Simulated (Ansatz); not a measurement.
# CaSe (Fm-3m): thermal expansion from first principles, part 3 of 3

How much does CaSe expand with temperature?

Measurements to reproduce:
- heat capacity C_P per formula unit 48.1 J/mol/K near room temperature (given in “High-Throughput Prediction of Finite-Temperature Properties using the Quasi-Harmonic Approximation”, 2016, arXiv:1603.06924)

Ansatz 0.2.0; DFT LDA, scalar-relativistic, plane waves, PAW.

So far, principal linear expansion coefficients at 298 K (× 1e-6/K): step 5 (phonons on strained cells, cutoff 487.2 eV, k-mesh 8×8×8) 14.5. The relaxed cell has a = 5.791 Å (conventional setting).

The database entry behind the starting cell differs from later determinations by our own check (0.1 to 0.3 % short, probably kX units), so it need not match the best structure at ambient conditions.

## 6. The quasi-harmonic study, k-mesh 4×4×4, q-mesh 4×4×4

The study relaxes the crystal at several strains, solves the phonons on some of them and minimises the free energy at each temperature (static energy, vibrations, the electrons in a metal, and PV under a set pressure); the q-mesh sets how far the force constants reach.

File input.yaml:

```yaml
crystal:
  lattice:
    - [0.0, 2.8956489103, 2.8956489103]
    - [2.8956489103, 0.0, 2.8956489103]
    - [2.8956489103, 2.8956489103, 0.0]
  atoms:
    - { symbol: Ca, position: [0.0, 0.0, 0.0] }
    - { symbol: Se, position: [0.5, 0.5, 0.5] }
kpoints:
  mp_grid: { grid: [4, 4, 4] }
hamiltonian:
  xc: lda
scf:
  occupations: { method: fixed }
output:
  eigenvalues: true
phonons:
  method: dfpt
  qmesh: [4, 4, 4]
  temperatures: { t_max: 800.0, t_step: 50 }
  thermal_expansion: {}
```

Started as:

```
ansatz run input.yaml --threads 4 --pin off --max-ram 8192MiB --backend cpu --events-out ev --progress --plain --runs-dir out
```

Numbers of over 12 decimals in the logs are rounded to 6 here.

Output:

```text
[...]
Crystal: 2 atoms, lattice volume = 48.559 Å³
Basis set: ecut = 487.2 eV, 1243 PW (Γ), exchange–correlation on 60×60×60 points (8 copies of the dense FFT grid, shifted against one another)
Bands: 17, of which v1, the nominal top of the filled ones, is band 13 counted from 1 (12 counted from 0)
Symmetry: 48 space group operations
[...]
k-points: 8 of 64
[...]
SCF iter   1: F=—  HF=-7160.072674 eV  |F-HF|=—  |Δ(HF+E_count)|=         —  Δρ=4.91e-3  dr2=5.17e-3  ethr=1.77e-3  ⟨swp⟩=4.1  Hψ=661  notcnv=0  defer=7
[...]
SCF iter   8: F=-7160.071441 eV  HF=-7160.071441 eV  |F-HF|=0.00e0  |Δ(HF+E_count)|=  2.91e-11  Δρ=2.74e-8  dr2=3.39e-13  ethr=1.00e-12  ⟨swp⟩=6.9  Hψ=691  notcnv=0
SCF 1 converged in 8 iterations: F = -7160.071441 eV  dr2 = 3.39e-13
[...]
relax step   1: F+E_penalty+E_count = -7160.07144129 eV  Δ(F+E_penalty+E_count) = +0.000e0 eV  max|allowed force component| = 2.465e-31 eV/Å  Δτ_max = 0.0000 Å  (8 SCF iters, accepted)
SCF converged after 8 iterations
Free energy (F): -7160.071441 eV
[...]
Internal energy: -7160.071441 eV  (E = F + TS)
E sigma→0 (E₀):  -7160.071441 eV
Fermi energy:    7.581500 eV
[...]
--- Stress (GPa, compression-positive) ---
        0.170865      -0.000000       0.000000
        0.000000       0.170865      -0.000000
        0.000000       0.000000       0.170865
  P = ⅓ Tr σ = 0.1709 GPa (1.709 kbar)
--- Band table (eV; the first three rows and the last of 8) ---
  k-point 0: bands = [... 9 lower, -4.5127, 7.5815, 7.5815, 7.5815, 11.0135, 11.0885, 11.0885, 11.0885]
  k-point 1: bands = [... 9 lower, -4.1232, 5.3876, 6.7702, 6.7702, 11.1728, 11.8837, 11.8837, 13.3288]
  k-point 2: bands = [... 9 lower, -3.6820, 3.9905, 6.2150, 6.2150, 12.0481, 13.0595, 13.0634, 13.0634]
  k-point 7: bands = [... 9 lower, -3.7467, 5.4247, 5.4247, 5.7264, 11.8762, 11.8762, 12.8468, 13.4129]
── thermal expansion: 3 new cells, 3 in all ──
thermal expansion: relaxation of cell 2
thermal expansion: relaxation of cell 3
── thermal expansion: 2 new cells, 5 in all ──
thermal expansion: relaxation of cell 4
thermal expansion: lower-state search of cell 4
thermal expansion: phonons of cell 4
thermal expansion: relaxation of cell 5
thermal expansion: phonons of cell 5
── thermal expansion: 5 new cells, 10 in all ──
thermal expansion: relaxation of cell 6
thermal expansion: relaxation of cell 7
thermal expansion: relaxation of cell 8
thermal expansion: relaxation of cell 9
thermal expansion: relaxation of cell 10
thermal expansion: phonons of cell 6
thermal expansion: phonons of cell 7
--- Relaxed structure (1 steps of the walk, 1 accepted, 0 SCFs on fresh bases) ---
  F+E_penalty+E_count = -7160.07144129 eV   max|allowed force component| = 2.465e-31 eV/Å
  atoms:
    - { symbol: Ca, position: [0.0, 0.0, 0.0] }
    - { symbol: Se, position: [0.5, 0.5, 0.5] }
--- Thermal expansion: 10 cells in 3 rounds, 0 GPa ---
  no lower state was reached at cell 4
  without vibrations: a 4.09910, b 4.09910, c 4.09910 Å, V 48.7024 Å³, B 57.41 GPa
  at 0 K: a 4.10623, b 4.10623, c 4.10623 Å, V 48.9570 Å³, B 56.58 GPa
  zero-point expansion: a +0.174, b +0.174, c +0.174, V +0.523 %
[...]
0.00    4.10623    4.10623    4.10623    48.9570 |    0.00    0.00    0.00    0.00 |   29.16 |     0.000     0.000 |    56.58    56.58
   100.00    4.10777    4.10777    4.10777    49.0122 |    9.22    9.22    9.22   27.65 |   38.24 |    33.665    33.538 |    56.10    56.31
   200.00    4.11258    4.11258    4.11258    49.1843 |   13.22   13.22   13.22   39.65 |   41.70 |    45.303    44.791 |    55.00    55.63
   298.15    4.11820    4.11820    4.11820    49.3864 |   14.48   14.48   14.48   43.44 |       - |    48.413    47.512 |    53.83    54.85
   350.00    4.12134    4.12134    4.12134    49.4995 |   14.90   14.90   14.90   44.70 |   44.15 |    49.266    48.157 |    53.20    54.43
   450.00    4.12762    4.12762    4.12762    49.7262 |   15.55   15.55   15.55   46.64 |   45.31 |    50.366    48.843 |    51.96    53.58
   550.00    4.13417    4.13417    4.13417    49.9630 |   16.12   16.12   16.12   48.35 |   46.36 |    51.155    49.194 |    50.69    52.71
   650.00    4.14095    4.14095    4.14095    50.2094 |   16.67   16.67   16.67   50.02 |   47.36 |    51.825    49.396 |    49.38    51.81
   750.00    4.14798    4.14798    4.14798    50.4655 |   17.25   17.25   17.25   51.75 |   48.36 |    52.456    49.523 |    48.05    50.89
   800.00    4.15159    4.15159    4.15159    50.5974 |   17.55   17.55   17.55   52.64 |   48.86 |    52.769    49.569 |    47.37    50.43
[...]
vibrations' free energy: its fit passes through its cells
  the electrons' free energy at temperature is not in it: every band gap is over 0.83 eV
  free energies summed between the sampled wave vectors
[...]
the FFT grids of the static calculations differ: 30 × 30 × 30, 32 × 32 × 32
  band gaps on the cells' k-points are 1.622 to 1.900 eV
```

Elapsed: 2.3 min, on 4 threads of Arm Neoverse V1, shared host; peak memory 0.54 GiB.

A gap read on the k-mesh alone can miss the band edges.

Numbers from this step:

- pressure: 0.1709 GPa
- gap on the k-mesh: 1.700 eV
- volume expansion coefficient at 298 K: 43.45 1e-6/K
- C_P at 298 K: 24.21 J/mol-atom/K
- entropy at 298 K: 34.84 J/mol-atom/K
- isothermal bulk modulus at 298 K: 53.83 GPa
- Grüneisen parameter at 298 K: 1.464
- volume at 298 K: 24.69 Å³/atom
- principal linear expansion coefficients at 298 K: 14.48, 14.48, 14.48 1e-6/K

Strained cells of the study; zero-point energy where phonons were solved; the pressures are stresses at a fixed cutoff and can carry an offset from the finite basis. Expansion cells, by row:

```csv
cell,|a| (Å),|b| (Å),|c| (Å),V (Å³/atom),E - E_lowest (meV/atom),"pressure, compression positive (GPa)",gap (eV),zero-point energy (meV/atom)
1,4.095,4.095,4.095,24.28,0.043,0.163,1.7,-
2,4.128,4.128,4.128,24.87,1.885,-1.158,1.766,-
3,4.063,4.063,4.063,23.71,3.212,1.623,1.63,-
4,4.099,4.099,4.099,24.36,0,-0.019,1.709,28.85
5,4.12,4.12,4.12,24.72,0.996,-0.851,1.751,28.17
6,4.146,4.146,4.146,25.19,4.895,-1.82,1.8,27.33
7,4.169,4.169,4.169,25.62,10.83,-2.627,1.843,26.57
8,4.059,4.059,4.059,23.64,3.938,1.808,1.622,-
9,4.079,4.079,4.079,23.99,0.963,0.866,1.666,-
10,4.202,4.202,4.202,26.24,23.04,-3.673,1.9,-
```

Quasi-harmonic; a, b, c are the run's own cell vectors. Expansion, by row:

```csv
T (K),a (Å),b (Å),c (Å),alpha (deg),beta (deg),gamma (deg),cell volume (Å³/cell),alpha_a (1e-6/K),alpha_b (1e-6/K),alpha_c (1e-6/K),alpha_V (1e-6/K),C_P (J/mol-atom/K),C_V (J/mol-atom/K),S (J/mol-atom/K),B_T (GPa),B_S (GPa),Grueneisen,extrapolation,fit error (1e-6/K)
0,4.106,4.106,4.106,60,60,60,48.96,0,0,0,0,0,0,0,56.58,56.58,-,0,0
50,4.106,4.106,4.106,60,60,60,48.96,3.35,3.35,3.35,10.05,7.362,7.358,3.065,56.5,56.54,1.138,0,0
100,4.108,4.108,4.108,60,60,60,49.01,9.22,9.22,9.22,27.65,16.83,16.77,11.49,56.1,56.31,1.365,0,0
150,4.11,4.11,4.11,60,60,60,49.09,11.91,11.91,11.91,35.73,20.83,20.67,19.19,55.57,55.99,1.42,0,0.01
200,4.113,4.113,4.113,60,60,60,49.18,13.22,13.22,13.22,39.65,22.65,22.4,25.46,55,55.63,1.442,0,0.01
250,4.115,4.115,4.115,60,60,60,49.28,13.98,13.98,13.98,41.93,23.63,23.27,30.63,54.41,55.24,1.455,0,0.01
298.1,4.118,4.118,4.118,60,60,60,49.39,14.48,14.48,14.48,43.44,24.21,23.76,34.84,53.83,54.85,1.464,0,0.01
300,4.118,4.118,4.118,60,60,60,49.39,14.5,14.5,14.5,43.49,24.22,23.77,34.99,53.81,54.84,1.464,0,0.01
350,4.121,4.121,4.121,60,60,60,49.5,14.9,14.9,14.9,44.7,24.63,24.08,38.76,53.2,54.43,1.472,0,0.01
400,4.124,4.124,4.124,60,60,60,49.61,15.24,15.24,15.24,45.72,24.94,24.28,42.07,52.58,54.01,1.479,0,0.01
450,4.128,4.128,4.128,60,60,60,49.73,15.55,15.55,15.55,46.64,25.18,24.42,45.02,51.96,53.58,1.486,0,0.01
500,4.131,4.131,4.131,60,60,60,49.84,15.84,15.84,15.84,47.51,25.39,24.52,47.69,51.33,53.15,1.492,0,0.01
550,4.134,4.134,4.134,60,60,60,49.96,16.12,16.12,16.12,48.35,25.58,24.6,50.12,50.69,52.71,1.499,0,0.01
600,4.138,4.138,4.138,60,60,60,50.09,16.4,16.4,16.4,49.19,25.75,24.65,52.35,50.04,52.26,1.506,0,0.01
650,4.141,4.141,4.141,60,60,60,50.21,16.67,16.67,16.67,50.02,25.91,24.7,54.41,49.38,51.81,1.512,0,0.01
700,4.144,4.144,4.144,60,60,60,50.34,16.96,16.96,16.96,50.87,26.07,24.73,56.34,48.72,51.36,1.519,0,0.02
750,4.148,4.148,4.148,60,60,60,50.47,17.25,17.25,17.25,51.75,26.23,24.76,58.15,48.05,50.89,1.526,0,0.02
800,4.152,4.152,4.152,60,60,60,50.6,17.55,17.55,17.55,52.64,26.39,24.79,59.84,47.37,50.43,1.533,0,0.03
```

Table of expansion coefficient by temperature; values in 1e-6/K:

```csv
temperature (K),volume,principal 1
0,0,0
50,10.1,3.35
100,27.6,9.22
150,35.7,11.9
200,39.6,13.2
250,41.9,14.0
298,43.4,14.5
300,43.5,14.5
350,44.7,14.9
400,45.7,15.2
450,46.6,15.6
500,47.5,15.8
550,48.4,16.1
600,49.2,16.4
650,50.0,16.7
700,50.9,17.0
750,51.8,17.2
800,52.6,17.6
```

Changing the q-mesh (2×2×2 → 4×4×4) and the k-mesh (8×8×8 → 4×4×4) takes the volume expansion at 298 K from 43.6 to 43.4 × 10⁻⁶/K and B_T from 53.8 to 53.8 GPa.

## 7. A new level, relaxed again

The functional, the potentials or the cutoff change, so the crystal is relaxed again at the new setting.

input.yaml, the sections that differ from step 6:

```yaml
kpoints:
  mp_grid: { grid: [8, 8, 8] }
output:
  forces: true
  stress: true
  eigenvalues: true
basis:
  ecutwfc: 320.0
relax:
  adjacent_minimum: "off"
  f_tol: 0.001
  max_steps: 60
  cell: { stress_tol: 0.01 }
# crystal, hamiltonian, scf: as in step 6
# phonons: removed
```

Output:

```text
Warning: basis.ecutwfc = 320 eV is below the records' recommended 420 eV, and the density's cutoff is lower with it unless basis.ecutrho_ratio is high enough to keep the records' density cutoff: compare with a run at a higher cutoff
[...]
Crystal: 2 atoms, lattice volume = 48.559 Å³
Basis set: ecut = 320 eV, 609 PW (Γ)
[...]
k-point 28: bands = [... 9 lower, -3.7627, 5.4176, 5.4176, 5.7188, 11.8824, 11.8824, 12.8556, 13.4221]
--- Relaxed structure (2 steps of the walk, 2 accepted, 1 SCFs on fresh bases) ---
[...]
cell:  # Å, volume = 48.5455 Å³
    - [0, 2.895384, 2.895384]
    - [2.895384, 0, 2.895384]
    - [2.895384, 2.895384, 0]
  atoms:
    - { symbol: Ca, position: [0, 0, 0] }
    - { symbol: Se, position: [0.5, 0.5, 0.5] }
[key lines of the parts left out:]
SCF converged after 6 iterations
Free energy (F): -7160.075590 eV
Fermi energy:    7.570122 eV
P = ⅓ Tr σ = 0.0053 GPa (0.053 kbar)
```

The job ended after 1.1 s (4 threads; peak memory 0.3 GiB).

Little changed from the start: no atom moved by 0.005 Å and no cell edge by 0.1 %.

This step gave:

| Item | Value |
| --- | --- |
| pressure | 0.005330 GPa |
| gap on the k-mesh | 1.719 eV |
| volume per atom | 24.27 Å³ |

The residual pressure is 0.0053 GPa, small enough for phonons.

## 8. The quasi-harmonic study, cutoff 320 eV, q-mesh 4×4×4

The study relaxes the crystal at several strains, solves the phonons on some of them and minimises the free energy at each temperature (static energy, vibrations, the electrons in a metal, and PV under a set pressure); the q-mesh sets how far the force constants reach.

input.yaml, the sections that differ from step 7:

```yaml
crystal:
  lattice:
    - [0.0, 2.895384249, 2.895384249]
    - [2.895384249, 0.0, 2.895384249]
    - [2.895384249, 2.895384249, 0.0]
  atoms:
    - { symbol: Ca, position: [0.0, 0.0, 0.0] }
    - { symbol: Se, position: [0.5, 0.5, 0.5] }
output:
  eigenvalues: true
phonons:
  method: dfpt
  qmesh: [4, 4, 4]
  temperatures: { t_max: 800.0, t_step: 50 }
  thermal_expansion: {}
# kpoints, hamiltonian, scf, basis: as in step 7
# relax: removed
```

Output:

```text
[...]
Warning: basis.ecutrho_ratio = 4 (ecutrho = 1280 eV) is below the records' recommended 1680 eV
[...]
Crystal: 2 atoms, lattice volume = 48.545 Å³
Basis set: ecut = 320 eV, 609 PW (Γ), exchange–correlation on 48×48×48 points (8 copies of the dense FFT grid, shifted against one another)
[...]
vibrations' free energy: its fit passes through its cells
  the electrons' free energy at temperature is not in it: every band gap is over 0.83 eV
  free energies summed between the sampled wave vectors
[...]
the FFT grids of the static calculations differ: 24 × 24 × 24, 25 × 25 × 25
  band gaps on the cells' k-points are 1.632 to 1.910 eV
[key lines of the parts left out:]
SCF converged after 8 iterations
Free energy (F): -7160.075592 eV
Fermi energy:    7.570122 eV
P = ⅓ Tr σ = 0.0053 GPa (0.053 kbar)
```

It took 5.9 min on 4 threads; peak memory 1 GiB.

Strained cells of the study; zero-point energy where phonons were solved; the pressures are stresses at a fixed cutoff and can carry an offset from the finite basis. Expansion cells, by row:

```csv
cell,|a| (Å),|b| (Å),|c| (Å),V (Å³/atom),E - E_lowest (meV/atom),"pressure, compression positive (GPa)",gap (eV),zero-point energy (meV/atom)
1,4.095,4.095,4.095,24.27,0,-0.613,1.719,-
2,4.127,4.127,4.127,24.86,2.492,-1.908,1.786,-
3,4.062,4.062,4.062,23.7,2.631,0.807,1.649,-
4,4.095,4.095,4.095,24.28,0.031,-0.634,1.72,29.24
5,4.116,4.116,4.116,24.65,1.153,-1.466,1.762,28.55
6,4.141,4.141,4.141,25.11,4.877,-2.409,1.812,27.7
7,4.165,4.165,4.165,25.54,10.81,-3.207,1.852,26.94
8,4.054,4.054,4.054,23.57,3.907,1.175,1.632,-
9,4.075,4.075,4.075,23.92,0.943,0.244,1.677,-
10,4.198,4.198,4.198,26.15,22.91,-4.238,1.91,-
```

Changing the k-mesh (4×4×4 → 8×8×8) and the cutoff (487.2 → 320 eV) takes the volume expansion at 298 K from 43.4 to 43.6 × 10⁻⁶/K and B_T from 53.8 to 53.9 GPa.

## 9. Phonons on strained cells, cutoff 487.2 eV, k-mesh 8×8×8 (run 2)

The study relaxes the crystal at several strains, solves the phonons on some of them and minimises the free energy at each temperature (static energy, vibrations, the electrons in a metal, and PV under a set pressure); the q-mesh sets how far the force constants reach.

input.yaml, the sections that differ from step 8:

```yaml
crystal:
  lattice:
    - [0.0, 2.8956489103, 2.8956489103]
    - [2.8956489103, 0.0, 2.8956489103]
    - [2.8956489103, 2.8956489103, 0.0]
  atoms:
    - { symbol: Ca, position: [0.0, 0.0, 0.0] }
    - { symbol: Se, position: [0.5, 0.5, 0.5] }
phonons:
  method: fd
  qmesh: [2, 2, 2]
  temperatures: { t_max: 800.0, t_step: 50 }
  thermal_expansion: {}
# kpoints, hamiltonian, scf, output: as in step 8
# basis: removed
```

Output:

```text
[...]
Crystal: 2 atoms, lattice volume = 48.559 Å³
Basis set: ecut = 487.2 eV, 1243 PW (Γ)
Bands: 17, of which v1, the nominal top of the filled ones, is band 13 counted from 1 (12 counted from 0)
Symmetry: 48 space group operations
[...]
k-points: 29 of 512
[...]
vibrations' free energy: its fit passes through its cells
  the electrons' free energy at temperature is not in it: every band gap is over 0.83 eV
  free energies summed between the sampled wave vectors
[...]
the FFT grids of the static calculations differ: 30 × 30 × 30, 32 × 32 × 32
  band gaps on the cells' k-points are 1.628 to 1.907 eV
[...]
[key lines of the parts left out:]
SCF converged after 8 iterations
Free energy (F): -7160.092651 eV
Fermi energy:    7.566959 eV
P = ⅓ Tr σ = -0.0070 GPa (-0.070 kbar)
```

Wall time 2.4 min (4 threads); peak memory 0.68 GiB; 9 min of CPU time.

Strained cells of the study; zero-point energy where phonons were solved; the pressures are stresses at a fixed cutoff and can carry an offset from the finite basis. Expansion cells, by row:

```csv
cell,|a| (Å),|b| (Å),|c| (Å),V (Å³/atom),E - E_lowest (meV/atom),"pressure, compression positive (GPa)",gap (eV),zero-point energy (meV/atom)
1,4.095,4.095,4.095,24.28,0,-0.015,1.715,-
2,4.128,4.128,4.128,24.87,2.461,-1.317,1.78,-
3,4.063,4.063,4.063,23.71,2.496,1.423,1.646,-
4,4.095,4.095,4.095,24.28,0,-0.019,1.715,29.26
5,4.116,4.116,4.116,24.65,0.986,-0.849,1.757,28.58
6,4.142,4.142,4.142,25.12,4.938,-1.829,1.807,27.72
7,4.165,4.165,4.165,25.55,10.93,-2.64,1.85,26.95
8,4.055,4.055,4.055,23.57,3.915,1.803,1.628,-
9,4.075,4.075,4.075,23.92,0.954,0.864,1.673,-
10,4.199,4.199,4.199,26.17,23.15,-3.684,1.907,-
```

Changing the q-mesh (4×4×4 → 2×2×2), the cutoff (320 → 487.2 eV) and the phonon method (dfpt → fd) takes the volume expansion at 298 K from 43.6 to 43.6 × 10⁻⁶/K and B_T from 53.9 to 53.8 GPa.

## 10. Side by side

Times are for 4 threads of Arm Neoverse V1, shared host. The series side by side:

```csv
no.,functional,cutoff (eV),k-mesh,q-mesh,method,pressure (GPa),volume expansion coefficient at 298 K (1e-6/K),C_P at 298 K (J/mol-atom/K),isothermal bulk modulus at 298 K (GPa),time,memory (GiB)
1,lda,487.2,8×8×8,2×2×2,dfpt,0,43.57,24.17,53.84,2 min,0.7
2,lda,487.2,4×4×4,4×4×4,dfpt,0,43.45,24.21,53.83,2.3 min,0.54
3,lda,320,8×8×8,4×4×4,dfpt,0,43.61,24.18,53.85,5.9 min,1.0
4,lda,487.2,8×8×8,2×2×2,fd,0,43.57,24.17,53.84,2.4 min,0.68
```

The runs together, line volume. Table of expansion coefficient, volume by temperature; values in 1e-6/K:

```csv
temperature (K),"lda, 487.2, 8×8×8, 2×2×2, dfpt, 0","lda, 487.2, 4×4×4, 4×4×4, dfpt, 0","lda, 320, 8×8×8, 4×4×4, dfpt, 0","lda, 487.2, 8×8×8, 2×2×2, fd, 0"
0,0,0,0,0
50,10.1,10.1,9.87,10.1
100,27.6,27.6,27.5,27.6
150,35.8,35.7,35.8,35.8
200,39.8,39.6,39.8,39.8
250,42.1,41.9,42.1,42.1
298,43.6,43.4,43.6,43.6
300,43.6,43.5,43.7,43.6
350,44.8,44.7,44.9,44.8
400,45.8,45.7,45.9,45.8
450,46.7,46.6,46.8,46.7
500,47.5,47.5,47.7,47.5
550,48.3,48.4,48.5,48.3
600,49.1,49.2,49.4,49.1
650,49.9,50.0,50.2,49.9
700,50.7,50.9,51.0,50.7
750,51.5,51.8,51.9,51.5
800,52.3,52.6,52.8,52.3
```

The runs together, line C_P. Heat capacity, C_P against temperature; values in J/mol-atom/K:

```csv
temperature (K),"lda, 487.2, 8×8×8, 2×2×2, dfpt, 0","lda, 487.2, 4×4×4, 4×4×4, dfpt, 0","lda, 320, 8×8×8, 4×4×4, dfpt, 0","lda, 487.2, 8×8×8, 2×2×2, fd, 0"
0,0,0,0,0
50,7.22,7.36,7.19,7.22
100,16.7,16.8,16.7,16.7
150,20.7,20.8,20.7,20.7
200,22.6,22.7,22.6,22.6
250,23.6,23.6,23.6,23.6
298,24.2,24.2,24.2,24.2
300,24.2,24.2,24.2,24.2
350,24.6,24.6,24.6,24.6
400,24.9,24.9,24.9,24.9
450,25.2,25.2,25.2,25.2
500,25.4,25.4,25.4,25.4
550,25.6,25.6,25.6,25.6
600,25.7,25.7,25.7,25.7
650,25.9,25.9,25.9,25.9
700,26.1,26.1,26.1,26.1
750,26.2,26.2,26.2,26.2
800,26.4,26.4,26.4,26.4
```

## 11. Summary of results

```
settings of these figures                        : LDA, 487.2 eV, k 4×4×4, q 4×4×4
volume expansion coefficient at 298 K            : 43.45 1e-6/K
C_P at 298 K                                     : 24.21 J/mol-atom/K
entropy at 298 K                                 : 34.84 J/mol-atom/K
isothermal bulk modulus at 298 K                 : 53.83 GPa
Grüneisen parameter at 298 K                     : 1.464
volume at 298 K                                  : 24.69 Å³/atom
principal linear expansion coefficients at 298 K : 14.48, 14.48, 14.48 1e-6/K
```

**Reading.** Near room temperature CaSe expands by 43.4 × 10⁻⁶/K in volume by LDA, with C_P = 24.2 J/(mol K) per mole of atoms and B_T = 53.8 GPa. C_P at room temperature is 97 % of the classical 3R an atom. A measured heat capacity per formula unit near room temperature is 48.1 J/mol/K (arXiv:1603.06924); the calculated 48.4 J/mol/K differs by +1 %. Changing the q-mesh, k-mesh, cutoff and phonon method moves the volume expansion at 298 K between 43.4 and 43.6 × 10⁻⁶/K, while the CPU time spans a factor of 3.1. The PAW files were made for PBE and are used here under another functional, for which the program regenerates the frozen cores. The cell of these runs is 6 % smaller in volume than the database cell; frequencies and all that rests on them shift with it.

[Logs are printed without paths, hosts, clocks, repeated set-up lines and the standing remarks that a program may print on its own settings, such as how far it seeks lower states.]

[Hosts, paths, dates, database ids (printed as entryN), source tags and the programs' standing remarks are cut or masked in the printed files.]

[A step with changed settings may run another functional than the one named; its input shows which.]
